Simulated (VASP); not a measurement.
Write the native input for VASP 6.6.1 that does the following.

```yaml
Task: single point
Functional: PBE
Potentials_or_basis: VASP PAW PBE potentials, release 64 (Mg, F)
Cutoff: 520 eV
k_mesh: 6 × 6 × 8
Occupations: gaussian, width 0.02 eV
Spin: no spin polarisation
Dipole_correction: no
Further_INCAR_settings: ALGO = Fast; EDIFF = 1e-06; NBANDS = 25
```

The structure of MgF2 lies in POSCAR:

```
MgF2
1.0
    4.8282418140     -0.0008780470      0.0174685140
   -0.0008780470      4.7795795250     -0.0234299910
    0.0114001020     -0.0152906130      3.1779141480
Mg F
2 4
Direct
   -0.0247635947      0.0075000541      0.0433303491
    0.4807326943      0.4858416463      0.4658012534
    0.3181052171      0.3587690996      0.0640538479
    0.2011166468      0.7807867137      0.4443151298
    0.6802761907      0.7365460715     -0.0104413276
    0.8445328457      0.1305542510      0.4929440631
```

The cell isn't the ideal one: all atoms moved at random, cell strained at random.

The input as run:

INCAR

```
ALGO = Fast ; EDIFF = 1E-6
ENCUT = 520 ; GGA = PE
ISIF = 2 ; ISMEAR = 0
LASPH = True ; LCHARG = False
LREAL = False ; LWAVE = False
NBANDS = 25 ; NELM = 100
PREC = Accurate ; SIGMA = 0.02
```

KPOINTS

```
k-points
0
Gamma
  6 6 8
```

Potentials or basis: VASP PAW PBE potentials, release 64 (Mg, F).

Run with:

```sh
$ cat potpaw_PBE.64/Mg/POTCAR potpaw_PBE.64/F/POTCAR > POTCAR
$ mpirun -np 1 vasp_std > vasp.out
```

Results of the run:

```yaml
Pressure: 11.0 GPa
Largest_force: 7.485 eV/Å
Band_gap_on_the_k_mesh: 5.50 eV, direct
```

Caveat: forces of over 1 eV/Å show positions far from the minimum, so gaps and moduli don't describe the material at rest.

It took 2.7 min on 1 thread of Intel(R) Xeon(R) Platinum 8259CL CPU @ 2.50GHz (Skylake/Cascade Lake) (shared host), peak memory 0.33 GiB.
